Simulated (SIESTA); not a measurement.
The system is Ir.

```
CELL_PARAMETERS angstrom
0.00000 1.91560 1.91560
1.91560 0.00000 1.91560
1.91560 1.91560 0.00000
ATOMIC_POSITIONS crystal
Ir 0.00000 0.00000 0.00000
```

| Quantity | Value |
| --- | --- |
| Program | SIESTA 5.4.2 |
| Task | single point |
| Functional | PBEsol |
| Potentials or basis | PseudoDojo 0.4 standard (PBE files) |
| Basis | DZP (energy shift 0.003 Ry; two zetas on semicore shells) |
| Grid cutoff | 800 Ry |
| Energy shift | 0.003 Ry |
| k mesh | 12 × 12 × 12 |
| Occupations | fermi-dirac, width 0.05 eV |
| Spin | no spin polarisation |

On this cell: pressure 3.2 GPa; band gap on the k mesh none (metal or under the smearing width).

The same run follows on a disturbed copy (cell strained at random at fixed volume):

```
Ir
1.0
    -0.00903    1.95837    1.93892
     1.89839    0.02290    1.90699
     1.89968    1.92773    0.02161
Ir
1
Direct
  0.99766 0.99684 0.98575
```

What changes?

The energy (extrapolated to zero smearing) moves by +13.3 meV/atom; pressure 3.6 GPa; band gap on the k mesh none (metal or under the smearing width).

Stress tensor (GPa, compression positive):
```
 5.58  1.30  1.83
 1.30  0.70 -8.86
 1.83 -8.86  4.46
```

Caveats: the potentials were made for another functional, which shifts forces and pressure; short orbitals over semicore shells can move pressures by several GPa; the valence orbitals were made in a potential fitted to the semicore shell under them, which widens gaps by tenths of an eV or more; the basis of atomic orbitals isn't converged, which shifts pressures, moduli and gaps.
